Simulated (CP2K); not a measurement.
Al under changes of volume

One of the cells (16.116 Å³/atom); the others are scaled copies at fixed shape and fractional positions:

```
Al
1.0
     2.75607    0.00000    0.00000
    -0.91869    2.59845    0.00000
    -0.91869   -1.29922    2.25032
Al
1
Direct
  0.00000 0.00000 0.00000
```

This isn't the form of Al at room conditions, which is fcc.

* Program: CP2K 2026.2
* Functional: r2SCAN
* Potentials or basis: POTENTIAL_UZH Al GTH-SCAN-q3; TZVP-MOLOPT-SCAN-GTH basis
* Density cutoff: 9184 eV
* k mesh: 12 × 12 × 12
* Occupations: fermi-dirac, width 0.01 eV
* Spin: no spin polarisation

| volume (Å³/atom) | energy over the lowest point (meV/atom) | pressure (GPa) |
| --- | --- | --- |
| 15.149 | 16.84 | 5.7 |
| 15.471 | 7.54 | 3.6 |
| 15.793 | 2.18 | 1.9 |
| 16.116 | 0.00 | 0.3 |
| 16.438 | ? | ? |
| 16.760 | 4.99 | -2.7 |
| 17.083 | 11.78 | -4.0 |

Question: What does the run at 16.438 Å³/atom give?

Answer: Energy over the lowest point 0.99 meV/atom; pressure -1.3 GPa.

Worked out: A Birch-Murnaghan fit of order 3 (a polynomial in V^(-2/3)) to the other rows has its minimum at 16.17 Å³/atom with B0 = V·E''(V) = 78 GPa (rough, since the energies scatter). It gives 1.05 meV/atom at 16.438 Å³/atom, against the run's 0.99, and -dE/dV = -1.3 GPa, against -1.3.

Energies are extrapolated to zero smearing.

Caveats: the basis of atomic orbitals isn't converged, which shifts pressures, moduli and gaps.
